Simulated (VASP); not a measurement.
A run of VASP 6.6.1:

Contents of INCAR:

```
PREC = Accurate
ENCUT = 600
EDIFF = 1E-6
ISMEAR = -1
SIGMA = 0.05
LREAL = False
LASPH = True
NELM = 80
ALGO = Normal
ISIF = 3
LWAVE = False
LCHARG = False
GGA = PS
IVDW = 12
IBRION = 2
NSW = 60
EDIFFG = -0.01
```

Contents of KPOINTS:

```
Automatic mesh
0
Gamma
  10 10 9
```

File POSCAR:

```
WC
1.0
    2.9065000000      0.0000000000      0.0000000000
   -1.4532500000      2.5171028361      0.0000000000
    0.0000000000      0.0000000000      2.8366000000
W C
1 1
Direct
    0.0000000000      0.0000000000      0.0000000000
    0.6666666667      0.3333333333      0.5000000000
```

Potentials or basis: VASP PAW PBE potentials, release 64 (W_sv, C).

Run with:

```sh
$ cat potpaw_PBE.64/W_sv/POTCAR potpaw_PBE.64/C/POTCAR > POTCAR
$ mpirun -np 1 vasp_std > vasp.out
```

Hardware: 1 thread of Intel(R) Xeon(R) 6975P-C (Granite Rapids), on a shared host.

Problem. Estimate the wall time of this run.

Solution. It took 29 s on 1 thread of Intel(R) Xeon(R) 6975P-C (Granite Rapids), on a shared host, peak memory 0.18 GiB. Counts: scf iterations 56, k points 70, ion steps 9.
